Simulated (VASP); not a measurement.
## Band-edge properties of AsP (Fm-3m)

Aim: the gap of AsP, the masses at its band edges and their response to strain. The cell is generated by rule, not measured, and may not be a known phase.

Method: PBE; plane waves and PAW (As, P), in the first sound run; inputs show where later runs differ, in VASP 6.6.1.

Report form: the programs' logs are mostly left out.

The structure was built from a prototype and need not be the compound's stable phase.

## Step 1: Set-up

Symmetry: Fm-3m, No. 225, cubic system. Conventional cell: a = 5.300 Å, b = 5.300 Å, c = 5.300 Å, α = 90.00°, β = 90.00°, γ = 90.00°. Nearest to As lie 6 P at 2.65 Å. Nearest to P lie 6 As at 2.65 Å. Farther neighbours are not listed.

Coordinates:

```xyz
2
Lattice="0.0000 2.6500 2.6500 2.6500 0.0000 2.6500 2.6500 2.6500 0.0000" Properties=species:S:1:pos:R:3 pbc="T T T"
As    0.0000    0.0000    0.0000
P     2.6500    2.6500    2.6500
```

## Step 2: Relaxation of the atoms

The cell is kept as given; the atoms are relaxed first, so that no residual force shifts the band edges.

File INCAR:

```
SYSTEM = AsP
PREC = Accurate
ENCUT = 400
EDIFF = 1E-06
NELM = 100
ISMEAR = 0
SIGMA = 0.02
LREAL = .FALSE.
ALGO = Normal
GGA = PE
NBANDS = 11
LORBIT = 11
LWAVE = .FALSE.
LCHARG = .FALSE.
KPAR = 4
IBRION = 2
NSW = 40
ISIF = 2
EDIFFG = -0.005
```

File POSCAR:

```
AsP
1.0
    0.0000000000      2.6500000000      2.6500000000
    2.6500000000      0.0000000000      2.6500000000
    2.6500000000      2.6500000000      0.0000000000
As P
1 1
Direct
    0.0000000000      0.0000000000      0.0000000000
    0.5000000000      0.5000000000      0.5000000000
```

File KPOINTS:

```
Automatic mesh
0
Gamma
10 10 10
0 0 0
```

Potentials, in the order of the species: As and P (PBE family, release 64).

Started as:

```sh
> mpirun -np 4 vasp_std
```

The job ended after 14 s (4 MPI ranks of AMD EPYC 7R43, shared host; peak memory 0.43 GiB).

The run keeps the 48 symmetry operations of its start, so it cannot find a distortion of lower symmetry.

The forces vanish from the start, and no atom moves.

Numbers from this step:

- SCF cycles: 11
- electrons: 10
- bands: 11
- irreducible k-points: 47
- symmetry operations: 48
- free energy (TOTEN): -9.694 eV
- energy at zero smearing: -9.694 eV
- Fermi energy: 6.552 eV
- pressure: -4.619 GPa
- metallic: yes

## Step 3: Bands on a dense mesh

A dense even mesh and a path are solved together, since either alone can miss a band edge.

Edit INCAR of step 2 so:

```diff
@@ -10,3 +10,3 @@
 GGA = PE
-NBANDS = 11
+NBANDS = 17
 LORBIT = 11
@@ -15,5 +15,2 @@
 KPAR = 4
-IBRION = 2
-NSW = 40
 ISIF = 2
-EDIFFG = -0.005
```

POSCAR is that of step 2.

File KPOINTS:

```
Automatic mesh
0
Gamma
14 14 14
0 0 0
```

File KPOINTS_OPT:

```
Line mode
24
Line-mode
Reciprocal
  0.00000000   0.00000000   0.00000000 GAMMA
  0.50000000   0.00000000   0.50000000 X

  0.50000000   0.00000000   0.50000000 X
  0.50000000   0.25000000   0.75000000 W

  0.50000000   0.25000000   0.75000000 W
  0.37500000   0.37500000   0.75000000 K

  0.37500000   0.37500000   0.75000000 K
  0.00000000   0.00000000   0.00000000 GAMMA

  0.00000000   0.00000000   0.00000000 GAMMA
  0.50000000   0.50000000   0.50000000 L

  0.50000000   0.50000000   0.50000000 L
  0.62500000   0.25000000   0.62500000 U

  0.62500000   0.25000000   0.62500000 U
  0.50000000   0.25000000   0.75000000 W

  0.50000000   0.25000000   0.75000000 W
  0.50000000   0.50000000   0.50000000 L

  0.50000000   0.50000000   0.50000000 L
  0.37500000   0.37500000   0.75000000 K

  0.62500000   0.25000000   0.62500000 U
  0.50000000   0.00000000   0.50000000 X
```

Started as:

```sh
> mpirun -np 4 vasp_std
```

It took 55 s on 4 MPI ranks; peak memory 0.63 GiB; 3.6 min of CPU time.

This step gave:

```yaml
bands: 17
irreducible_k_points: 104
free_energy_toten: -9.688 eV
energy_at_zero_smearing: -9.688 eV
fermi_energy: 6.523 eV
pressure: -4.161 GPa
```

Electronic bands along the path, in eV, zero at the Fermi level; # counts the bands kept:

```tsv
point	#1	#2	#3	#4	#5	#6	#7	#8
Γ	-4.19	-1.87	-1.87	-1.87	4.18	4.18	4.18	5.62
0.52 of the way	-6.98	-3.41	-3.41	-2.76	3.33	3.37	5.12	5.12
X	-8.06	-7.03	-4.31	-4.31	2.31	6.37	6.37	8.36
0.52 of the way	-9.07	-6.73	-4.97	-2.65	3.63	3.70	6.63	7.88
W	-10.06	-5.98	-5.98	0.12	0.48	6.31	6.31	7.36
0.48 of the way	-9.93	-6.34	-5.10	-1.43	2.02	5.14	6.29	7.30
K	-9.88	-6.48	-3.67	-3.13	3.62	4.48	5.02	7.48
0.52 of the way	-7.77	-3.81	-0.61	-0.13	0.46	0.89	5.01	6.19
Γ	-4.19	-1.87	-1.87	-1.87	4.18	4.18	4.18	5.62
0.48 of the way	-7.29	-1.77	-1.77	-0.46	1.66	1.66	2.59	6.56
L	-11.12	-0.91	-0.91	-0.71	-0.71	0.55	0.70	10.86
0.48 of the way	-10.81	-4.20	-2.56	-1.84	1.40	2.57	4.14	7.82
U	-9.88	-6.48	-3.67	-3.13	3.62	4.48	5.02	7.48
0.48 of the way	-9.92	-6.37	-4.98	-1.59	2.19	5.07	6.15	7.33
W	-10.06	-5.98	-5.98	0.12	0.48	6.31	6.31	7.36
0.48 of the way	-10.65	-4.39	-4.35	-0.18	0.08	4.48	4.63	7.71
L	-11.12	-0.91	-0.91	-0.71	-0.71	0.55	0.70	10.86
0.48 of the way	-10.81	-4.20	-2.56	-1.84	1.40	2.57	4.14	7.82
K	-9.88	-6.48	-3.67	-3.13	3.62	4.48	5.02	7.48
jump to U	-9.88	-6.48	-3.67	-3.13	3.62	4.48	5.02	7.48
0.48 of the way	-8.71	-6.88	-4.14	-3.89	3.02	5.26	5.84	8.09
X	-8.06	-7.03	-4.31	-4.31	2.31	6.37	6.37	8.36
```

Of the projections kept (As, P), the largest for each band there; the rest of the weight can lie on other orbitals:

```tsv
point	#1	#2	#3	#4	#5	#6	#7	#8
Γ	As 0.50	P 0.52	P 0.52	P 0.52	As 0.58	As 0.58	As 0.58	As 1.00
X	P 0.56	As 0.54	As 0.51	As 0.51	As 1.00	As 0.53	As 0.53	P 0.54
W	P 0.93	As 0.53	As 0.53	P 0.80	As 0.85	P 0.71	P 0.71	As 0.64
K	P 0.70	As 0.53	As 0.52	As 0.51	As 0.56	P 0.68	As 0.82	P 0.57
Γ	As 0.50	P 0.52	P 0.52	P 0.52	As 0.58	As 0.58	As 0.58	As 1.00
L	P 0.86	P 0.92	P 0.92	As 1.00	As 1.00	P 0.52	As 0.54	P 0.70
```

At -4.2 GPa the cell is away from the equilibrium volume of this level: left free, it would shrink.

## Step 4: Bands with spin-orbit coupling

This step: PBE, spin-orbit coupling; plane waves and PAW (As, P); invented cell (VASP 6.6.1).

Spin-orbit coupling can split and shift the band edges, more so for heavy elements, so the bands are solved again with spinors.

Edit INCAR of step 3 so:

```diff
@@ -10,3 +10,8 @@
 GGA = PE
-NBANDS = 17
+LNONCOLLINEAR = .TRUE.
+MAGMOM = 0 0 0 0 0 0
+NBANDS = 22
+GGA_COMPAT = .FALSE.
+LASPH = .TRUE.
+LSORBIT = .TRUE.
 LORBIT = 11
```

POSCAR is that of step 3.

File KPOINTS:

```
Automatic mesh
0
Gamma
10 10 10
0 0 0
```

Edit KPOINTS_OPT of step 3 so:

```diff
@@ -1,3 +1,3 @@
 Line mode
-24
+16
 Line-mode
```

Started as:

```sh
> mpirun -np 4 vasp_ncl
```

Wall time 98 s (4 MPI ranks); peak memory 0.89 GiB; 6.4 min of CPU time.

LASPH is on here and off in the session's scalar semilocal runs, so a comparison with those holds both changes.

Numbers from this step:

* SCF cycles: 12
* bands: 22
* irreducible k-points: 47
* free energy (TOTEN): -9.707 eV
* energy at zero smearing: -9.706 eV
* Fermi energy: 6.558 eV
* pressure: -4.542 GPa

The spin moment in the PAW sphere vanishes on all atoms.

On-site spin-orbit energy by atom:

```tsv
atom	on-site spin-orbit energy (eV)
As1	-0.0250
P2	-0.0010
```

Electronic bands along the path, in eV, zero at the Fermi level; # counts the bands kept:

```tsv
point	#7	#8	#9	#10	#11	#12	#13	#14
Γ	-1.84	-1.84	3.95	3.95	4.25	4.25	4.25	4.25
0.53 of the way	-2.95	-2.95	3.29	3.29	3.44	3.44	5.03	5.03
X	-4.30	-4.30	2.28	2.28	6.21	6.21	6.45	6.45
0.53 of the way	-2.62	-2.62	3.58	3.58	3.65	3.65	6.60	6.60
W	0.07	0.07	0.45	0.45	6.26	6.26	6.28	6.28
0.53 of the way	-1.67	-1.67	2.19	2.19	5.01	5.01	6.08	6.08
K	-3.16	-3.16	3.57	3.57	4.44	4.44	4.99	4.99
0.47 of the way	-0.25	-0.25	0.00	0.00	1.18	1.18	5.17	5.17
Γ	-1.84	-1.84	3.95	3.95	4.25	4.25	4.25	4.25
0.47 of the way	-0.52	-0.52	1.62	1.62	1.76	1.76	2.62	2.62
L	-0.85	-0.85	-0.64	-0.64	0.51	0.51	0.67	0.67
0.47 of the way	-1.84	-1.84	1.30	1.30	2.48	2.48	4.00	4.00
U	-3.16	-3.16	3.57	3.57	4.44	4.44	4.99	4.99
0.53 of the way	-1.42	-1.42	1.94	1.94	5.13	5.13	6.29	6.29
W	0.07	0.07	0.45	0.45	6.26	6.26	6.28	6.28
0.47 of the way	-0.22	-0.22	0.07	0.07	4.52	4.52	4.71	4.71
L	-0.85	-0.85	-0.64	-0.64	0.51	0.51	0.67	0.67
0.47 of the way	-1.84	-1.84	1.30	1.30	2.48	2.48	4.00	4.00
K	-3.16	-3.16	3.57	3.57	4.44	4.44	4.99	4.99
jump to U	-3.16	-3.16	3.57	3.57	4.44	4.44	4.99	4.99
0.53 of the way	-3.99	-3.99	2.85	2.85	5.38	5.38	5.92	5.92
X	-4.30	-4.30	2.28	2.28	6.21	6.21	6.45	6.45
```

Of the projections kept (As, P), the largest for each band there; the rest of the weight can lie on other orbitals:

```tsv
point	#7	#8	#9	#10	#11	#12	#13	#14
Γ	P 0.54	P 0.54	As 0.57	As 0.57	As 0.59	As 0.59	As 0.59	As 0.59
X	As 0.51	As 0.51	As 1.00	As 1.00	As 0.52	As 0.52	As 0.53	As 0.53
W	P 0.80	P 0.80	As 0.85	As 0.85	P 0.72	P 0.72	P 0.72	P 0.72
K	As 0.51	As 0.51	As 0.56	As 0.56	P 0.68	P 0.68	As 0.82	As 0.82
Γ	P 0.54	P 0.54	As 0.57	As 0.57	As 0.59	As 0.59	As 0.59	As 0.59
L	As 1.00	As 1.00	As 1.00	As 1.00	P 0.52	P 0.52	As 0.54	As 0.54
```

## Step 5: Orbitals for bands with HSE06

This step: PBE; plane waves and PAW (As, P); invented cell (VASP 6.6.1).

The hybrid starts from PBE orbitals, which saves many expensive cycles.

File INCAR:

```
SYSTEM = AsP
PREC = Accurate
ENCUT = 400
EDIFF = 1E-05
NELM = 100
ISMEAR = 0
SIGMA = 0.02
LREAL = .FALSE.
ALGO = Normal
GGA = PE
NBANDS = 11
LORBIT = 11
LWAVE = .TRUE.
LCHARG = .FALSE.
KPAR = 4
```

POSCAR is that of step 4.

File KPOINTS:

```
Automatic mesh
0
Gamma
6 6 6
0 0 0
```

Started as:

```sh
> mpirun -np 4 vasp_std
```

Run time: 5 s. Hardware: 4 MPI ranks; peak memory 0.4 GiB; 15 s of CPU time.

The k-mesh is coarse for a metal.

This step gave:

| Property | Result |
| --- | --- |
| SCF cycles | 11 |
| bands | 11 |
| irreducible k-points | 16 |
| free energy (TOTEN) | -9.638 eV |
| energy at zero smearing | -9.637 eV |
| Fermi energy | 6.697 eV |
| pressure | -3.576 GPa |

The run ends at a pressure of -3.58 GPa.

## Step 6: Bands with HSE06

This step: HSE06; plane waves and PAW (As, P); invented cell (VASP 6.6.1).

A quarter of screened exact exchange corrects much of the semilocal gap error; its cost forces a coarser mesh.

File INCAR:

```
SYSTEM = AsP
PREC = Accurate
ENCUT = 400
EDIFF = 1E-06
NELM = 100
ISMEAR = 0
SIGMA = 0.02
LREAL = .FALSE.
ALGO = Normal
LHFCALC = .TRUE.
AEXX = 0.25
GGA = PE
HFSCREEN = 0.2
LASPH = .TRUE.
NBANDS = 11
PRECFOCK = Fast
LORBIT = 11
LWAVE = .FALSE.
LCHARG = .FALSE.
KPAR = 4
ISIF = 2
```

POSCAR is that of step 5.

KPOINTS is that of step 5.

Edit KPOINTS_OPT of step 4 so:

```diff
@@ -1,3 +1,3 @@
 Line mode
-16
+8
 Line-mode
```

The run starts from files that an earlier step left in the folder.

Started as:

```sh
> mpirun -np 4 vasp_std
```

Elapsed: 8.1 min, on 4 MPI ranks; peak memory 0.92 GiB; 32 min of CPU time.

The PAW data sets were made with PBE, which is usual practice but a small mismatch for other functionals.

Numbers from this step:

```
SCF cycles              : 9
free energy (TOTEN)     : -11.43 eV
energy at zero smearing : -11.43 eV
Fermi energy            : 6.609 eV
pressure                : -7.509 GPa
```

The electronic bands at the labelled points (eV, zero at the Fermi level; # counts the bands kept):

```tsv
point	#1	#2	#3	#4	#5	#6	#7	#8
Γ	-4.74	-2.45	-2.45	-2.45	4.62	4.62	4.62	5.96
0.57 of the way	-8.29	-4.37	-4.37	-4.11	3.34	4.38	5.86	5.86
X	-9.27	-8.23	-5.20	-5.20	2.43	7.05	7.05	9.25
0.57 of the way	-10.60	-7.83	-6.04	-2.94	3.62	4.10	7.39	8.62
W	-11.60	-7.06	-7.06	-0.07	0.38	6.76	6.76	8.08
0.43 of the way	-11.45	-7.43	-6.19	-1.62	1.92	5.59	7.09	7.98
K	-11.38	-7.62	-4.45	-3.76	3.90	4.87	5.41	8.28
0.43 of the way	-9.81	-5.26	-1.39	-0.45	-0.25	1.56	5.94	7.07
Γ	-4.74	-2.45	-2.45	-2.45	4.62	4.62	4.62	5.96
0.57 of the way	-9.34	-2.21	-2.21	-0.39	1.07	1.07	2.37	7.58
L	-12.79	-1.27	-1.27	-1.03	-1.03	0.54	0.73	11.54
0.43 of the way	-12.51	-4.62	-2.99	-2.08	1.11	2.52	4.03	8.69
U	-11.38	-7.62	-4.45	-3.76	3.90	4.87	5.41	8.28
0.43 of the way	-11.41	-7.51	-5.76	-2.23	2.52	5.33	6.58	8.14
W	-11.60	-7.06	-7.06	-0.07	0.38	6.76	6.76	8.08
0.43 of the way	-12.17	-5.55	-5.52	-0.36	0.00	5.37	5.55	7.95
L	-12.79	-1.27	-1.27	-1.03	-1.03	0.54	0.73	11.54
0.43 of the way	-12.51	-4.62	-2.99	-2.08	1.11	2.52	4.03	8.69
K	-11.38	-7.62	-4.45	-3.76	3.90	4.87	5.41	8.28
jump to U	-11.38	-7.62	-4.45	-3.76	3.90	4.87	5.41	8.28
0.43 of the way	-10.16	-8.03	-4.95	-4.59	3.34	5.58	6.35	8.90
X	-9.27	-8.23	-5.20	-5.20	2.43	7.05	7.05	9.25
```

Of the projections kept (As, P), the largest for each band there; the rest of the weight can lie on other orbitals:

```tsv
point	#1	#2	#3	#4	#5	#6	#7	#8
Γ	As 0.51	P 0.51	P 0.51	P 0.51	As 0.58	As 0.58	As 0.58	As 1.00
X	P 0.54	As 0.54	As 0.52	As 0.52	As 1.00	As 0.53	As 0.53	P 0.53
W	P 0.93	As 0.53	As 0.53	P 0.79	As 0.84	P 0.62	P 0.62	As 0.61
K	P 0.67	As 0.54	As 0.52	As 0.52	As 0.56	P 0.70	As 0.75	P 0.57
Γ	As 0.51	P 0.51	P 0.51	P 0.51	As 0.58	As 0.58	As 0.58	As 1.00
L	P 0.86	P 0.91	P 0.91	As 1.00	As 1.00	As 0.50	As 0.53	P 0.70
```

## Step 7: What came out

| Property | Result |
| --- | --- |
| gap, PBE | none |
| gap with spin-orbit coupling | none |
| gap, HSE06 without spin-orbit coupling | none |

At this level the bands overlap or touch. Masses were not obtained, since there is no gap at this level. The strain response was not obtained, since there is no gap at this level.

[Lines on the potential files, build, host, timing and source positions are cut from VASP's logs without a mark.]

[Logs are printed without paths, hosts, clocks, repeated set-up lines and the standing remarks that a program may print on its own settings, such as how far it seeks lower states.]

[Hosts, paths, dates, database ids (printed as entryN), source tags and the programs' standing remarks are cut or masked in the printed files.]

[In band tables of VASP the shares of atoms and orbitals are scaled to a sum of 1 inside the atoms' spheres.]

[Gaps and slopes under strain along one axis are those of the sampled path and mesh points; where strain splits equal valleys, another of them can be the edge.]
